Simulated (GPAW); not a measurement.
# Si2Mo (I4/mmm) in GPAW: single point with LDA+U

Aim: the single point of Si2Mo with LDA+U.

Everything below comes from runs of GPAW 26.7.0. Logs are shortened: lines on timing, memory, paths and dates and some standing lists are left out, and cuts for length are marked. The log counts tension as positive stress, the text compression.

## 1. Starting point

The structure is tetragonal, space group I4/mmm (No. 139). Conventional cell: a = 3.200 Å, b = 3.200 Å, c = 7.861 Å, α = 90.00°, β = 90.00°, γ = 90.00°. Around Mo (site symmetry 4/mmm) lie 10 Si at 2.62 Å. Si (site symmetry 4mm) has 5 Si at 2.61 to 2.63 Å and 5 Mo at 2.62 Å as nearest neighbours.

## 2. Single point, LDA+U

Input file run.py:

```python
from ase.dft.bandgap import bandgap
from ase.io import read, write
from ase.units import GPa
from gpaw import GPAW, PW

atoms = read('POSCAR')

calc = GPAW(mode=PW(500),
            xc='LDA',
            kpts={'size': (9, 9, 9), 'gamma': True},
            occupations={'name': 'fermi-dirac', 'width': 0.05},
            setups={'Mo': ':d,7.0'},
            nbands=23,
            maxiter=120,
            txt='gpaw.txt')
atoms.calc = calc
energy = atoms.get_potential_energy()
forces = atoms.get_forces()
stress = atoms.get_stress()
calc.write('gs.gpw')
write('result.traj', atoms)
print(f'Energy: {energy:.6f} eV')
print('Forces (eV/A):')
print(forces.round(4))
print('Stress (GPa):', (stress / GPa).round(3))
print('Fermi level:', round(calc.get_fermi_level(), 4), 'eV')
print(f'Gap: {bandgap(calc)[0]:.4f} eV, direct: {bandgap(calc, direct=True)[0]:.4f} eV')
```

Input file POSCAR:

```
Si2Mo
1.0
   -1.6000000000      1.6000000000      3.9305000000
    1.6000000000     -1.6000000000      3.9305000000
    1.6000000000      1.6000000000     -3.9305000000
Mo Si
1 2
Direct
    0.0000000000      0.0000000000      0.0000000000
    0.6670000000      0.6670000000      0.0000000000
    0.3330000000      0.3330000000      0.0000000000
```

Potentials or basis: the program's PAW data sets (release 1.2.1) made for this functional, pw.

Command:

```console
> OMP_NUM_THREADS=1 python run.py
```

gpaw.txt:

```text
__  _  _
 | _ |_)|_||  |
 |__||  | ||/\| - 26.7.0

Input parameters:
  mode=PW(ecut=500.0),
  kpts=MonkhorstPack(size=(9, 9, 9), gamma=True),
  maxiter=120,
  nbands=23,
  occupations=Occupations(name='fermi-dirac', width=0.05),
  setups={'Mo': ':d,7.0'},
  xc=XC(name='LDA')

Diagonalizing LCAO Hamiltonian
Converting LCAO to pw mode

       Si

       Si

       Mo

Atoms  # Å, Bohr magnetons
|   | symbol |         x |         y |        z |    initial magnetic moments |
|---|--------|-----------|-----------|----------|-----------------------------|
| 0 |     Mo |  0.000000 |  0.000000 | 0.000000 | ( 0.0000,  0.0000,  0.0000) |
| 1 |     Si | -0.000000 |  0.000000 | 5.243287 | ( 0.0000,  0.0000,  0.0000) |
| 2 |     Si |  0.000000 | -0.000000 | 2.617713 | ( 0.0000,  0.0000,  0.0000) |

Unit cell  # Å
| periodic |         x |         y |         z |  lengths |     angles |
|----------|-----------|-----------|-----------|----------|------------|
|      yes | -1.600000 |  1.600000 |  3.930500 | 4.535287 | 138.683989 |
|      yes |  1.600000 | -1.600000 |  3.930500 | 4.535287 | 138.683989 |
|      yes |  1.600000 |  1.600000 | -3.930500 | 4.535287 |  59.857036 |

Number of symmetries: 16
Symmetry operations  # r_c * U_cc + t_c -> r_c
|    | kind |            matrix            |
|----|------|------------------------------|
|  0 |  σ   |  1, 1, 1,  0, 0,-1,  0,-1, 0 |
|  1 |  C4  |  1, 1, 1,  0, 0,-1, -1, 0, 0 |
|  2 |  E   |  1, 0, 0,  0, 1, 0,  0, 0, 1 |
|  3 |  σ   |  1, 0, 0,  0, 1, 0, -1,-1,-1 |
|  4 |  σ   |  0, 1, 0,  1, 0, 0,  0, 0, 1 |
|  5 |  C2  |  0, 1, 0,  1, 0, 0, -1,-1,-1 |
|  6 |  C2  |  0, 0, 1, -1,-1,-1,  1, 0, 0 |
|  7 |  S4  |  0, 0, 1, -1,-1,-1,  0, 1, 0 |
|  8 |  C4  |  0, 0,-1,  1, 1, 1,  0,-1, 0 |
|  9 |  σ   |  0, 0,-1,  1, 1, 1, -1, 0, 0 |
| 10 |  σ   |  0,-1, 0, -1, 0, 0,  1, 1, 1 |
| 11 |  C2  |  0,-1, 0, -1, 0, 0,  0, 0,-1 |
| 12 |  C2  | -1, 0, 0,  0,-1, 0,  1, 1, 1 |
| 13 |  i   | -1, 0, 0,  0,-1, 0,  0, 0,-1 |
| 14 |  S4  | -1,-1,-1,  0, 0, 1,  1, 0, 0 |
| 15 |  C2  | -1,-1,-1,  0, 0, 1,  0, 1, 0 |

BZ-sampling:
  Number of BZ points: 729
  Number of IBZ points: 75

  Monkhorst-Pack size: [9, 9, 9]
  Monkhorst-Pack shift: [0, 0, 0]

K-points  # in reciprocal-cell coordinates
|     |                                coordinates |     weight |
|-----|--------------------------------------------|------------|
|   0 | (  0.00000000,   0.00000000,   0.00000000) | 0.00137174 |
|   1 | (  0.11111111,  -0.11111111,   0.00000000) | 0.00548697 |
|   2 | (  0.11111111,  -0.11111111,   0.11111111) | 0.00548697 |
|   3 | (  0.11111111,   0.00000000,   0.00000000) | 0.01097394 |
|   4 | (  0.11111111,   0.11111111,  -0.11111111) | 0.00274348 |
|   5 | (  0.22222222,  -0.22222222,   0.00000000) | 0.00548697 |
|   6 | (  0.22222222,  -0.22222222,   0.11111111) | 0.01097394 |
|   7 | (  0.22222222,  -0.22222222,   0.22222222) | 0.00548697 |
|   8 | (  0.22222222,  -0.11111111,   0.00000000) | 0.02194787 |
|   9 | (  0.22222222,  -0.11111111,   0.11111111) | 0.01097394 |
| ... |                                            |            |
|  74 | (  0.44444444,   0.44444444,   0.44444444) | 0.01097394 |

Plane wave coefficients: 1039
Cutoff: 500.0 eV

Spin-components: 1 (collinear spins)
Bands:           23
Projectors:      16
Spin-degeneracy: 2
Datatype:        complex128

Parallelization:
  kpt:    1
  domain: 1
  band:   1

Density:
  Valence electrons: 22.0
  Components: 1
  Grid points: [24 24 24]
  Charge: 0.0  # |e|

Potential:
  Grid points: [24 24 24]

species:
  Mo:
    name:    Molybdenum
    Z:       42.0
    valence: 14
    core:    28
    charge:  0.0  # [|e|]
    Hubbard: {U: 7.0,  # eV
              l: 2,
              scale: True}
    compensation charges:
      type: gauss
      rc: 0.38  # [Å]
      lmax: 2
    cutoffs:
      filter: 2.16  # [Å]
      core: 1.42  # [Å]
    projectors
    | kind |    occ | energy [eV] | rcut [Å] |
    |------|--------|-------------|----------|
    |   4s |  2.000 |     -64.384 |    1.238 |
    |   5s |  1.000 |      -4.319 |    1.238 |
    |   4p |  6.000 |     -38.595 |    1.296 |
    |   5p |  0.000 |      -1.161 |    1.296 |
    |   4d |  5.000 |      -3.933 |    1.296 |
    |    d |        |      23.278 |    1.296 |

    Using partial waves for Mo as LCAO basis

  Si:
    name:    Silicon
    Z:       14.0
    valence: 4
    core:    10
    charge:  0.0  # [|e|]
    compensation charges:
      type: gauss
      rc: 0.33  # [Å]
      lmax: 2
    cutoffs:
      filter: 1.86  # [Å]
      core: 2.06  # [Å]
    projectors
    | kind |    occ | energy [eV] | rcut [Å] |
    |------|--------|-------------|----------|
    |   3s |  2.000 |     -10.878 |    1.058 |
    |   3p |  2.000 |      -4.162 |    1.058 |
    |    s |        |      16.334 |    1.058 |
    |    p |        |      23.049 |    1.058 |
    |    d |        |       0.000 |    1.058 |

    Using partial waves for Si as LCAO basis

Reference energy: -125737.239404  # eV

eigensolver:
  PPCG
  Converge bands: occupied
  niter=2

density mixing:
  MSR1-Mixer
  Pratt-step length: 0.05
  Maximum mixing coefficient: 0.75
  Old densities: 10
  SVD Regularization: 0.005
  Good broyden scale: 1.0
  Trust region scale: 1.0
  Backstep threshold: 4.0
  History deletion threshold: 6.0
  Fourier metric: weight=20.0, sigma=0.015

occupation numbers:
  Fermi-Dirac:
    width: 0.0500  # eV

poisson solver:
  ecut: 4000.0  # eV

xc functional:
  name: None

convergence criteria:
- Maximum [total energy] change in last 3 cyles: 0.0005 eV / valence electron
- Maximum integral of absolute [dens]ity change: 0.0001 electrons / valence electron
- Maximum integral of absolute [eigenst]ate change: 4e-08 eV^2 / valence electron
maximum number of iterations: 120

SCF iterations
|iter     | |      energy | eigst |  dens |
|---------|-|-------------|-------|-------|
|iter:   1| |  -18.491328 | +0.44 |       |
|iter:   2| |  -18.159686 | -2.02 | -0.99 |
|iter:   3| |  -17.579301 | -1.36 | -1.05 |
|iter:   4| |  -17.685198 | -2.59 | -1.49 |
|iter:   5| |  -17.833914 | -2.91 | -1.76 |
|iter:   6| |  -17.915083 | -3.04 | -2.09 |
|iter:   7| |  -17.964886 | -3.06 | -2.39 |
|iter:   8| |  -17.967323 | -4.03 | -2.81 |
|iter:   9| |  -17.967680c| -5.18 | -3.33 |
|iter:  10| |  -17.967783c| -5.39 | -3.55 |
|iter:  11| |  -17.967790c| -6.61 | -4.21c|
|iter:  12| |  -17.967790c| -7.94c| -4.61c|

Converged in 12 steps
Energy contributions relative to reference atoms: (reference = -125737.239404)

Energy contributions:
  Kinetic:           7.620120
  Coulomb:          -6.335326
  Zero:             -0.398875
  External:          0.000000
  Xc:              -18.853704
  Entropy:          -0.000013
  Spinorbit:         0.000000
  ----------------------------
  Free energy:     -17.967796
  Extrapolated:    -17.967790

dipole moment: (-12.907312, -12.907312, 2.485726)  # |e|*Ang

Fermi level: 11.180
Eigenvalues  # (at kpt = [0.000, 0.000, 0.000])
| band index |      eig [eV] | occ [0-2] |
|------------|---------------|-----------|
|          0 |       -48.214 |     2.000 |
|        ... |               |           |
|          3 |       -22.377 |     2.000 |
|          4 |        -1.585 |     2.000 |
|          5 |         6.009 |     2.000 |
|          6 |         8.345 |     2.000 |
|          7 |         8.704 |     2.000 |
|          8 |         8.704 |     2.000 |
[... 8 lines left out ...]
|         17 |        17.226 |     0.000 |
|         18 |        22.358 |     0.000 |
|        ... |               |           |
|         22 |        26.749 |     0.000 |

Gap: 0.689 eV
Transition (v -> c):
  (s=0, k=70, n=10, [0.44, 0.44, -0.44]) -> (s=0, k=70, n=11, [0.44, 0.44, -0.44])
No difference between direct/indirect transitions

Forces  # eV/Ang
|        x |        y |        z |
|----------|----------|----------|
| -0.00000 | -0.00000 | -0.00000 |  # Mo   0
|  0.00000 |  0.00000 | -1.08114 |  # Si   1
|  0.00000 |  0.00000 |  1.08114 |  # Si   2

Stress tensor  # eV/Ang^3
|         x |        y |         z |
|-----------|----------|-----------|
|  0.024618 | 0.000000 | -0.000000 |
|  0.000000 | 0.024618 |  0.000000 |
| -0.000000 | 0.000000 |  0.021632 |

# Writing to gs.gpw (mode='')
```

It took 51 s on 1 thread of Arm Neoverse V2, shared host; peak memory 0.18 GiB.

Results:

```
Free energy            : -17.9678 eV
Pressure               : -3.8 GPa
Largest force          : 1.081 eV/Å
Band gap on the k mesh : 0.69 eV, direct
```

Forces in eV/Å, atoms in the order of the input:
```
Mo   0.000  0.000  0.000
Si   0.000  0.000 -1.081
Si   0.000  0.000  1.081
```

Caveat: the cutoff is short for stress and forces, so pressures can be off by a GPa or more; an odd mesh through Γ misses points on the zone boundary, where band edges often lie; the U is typed as a test and isn't derived for this compound.
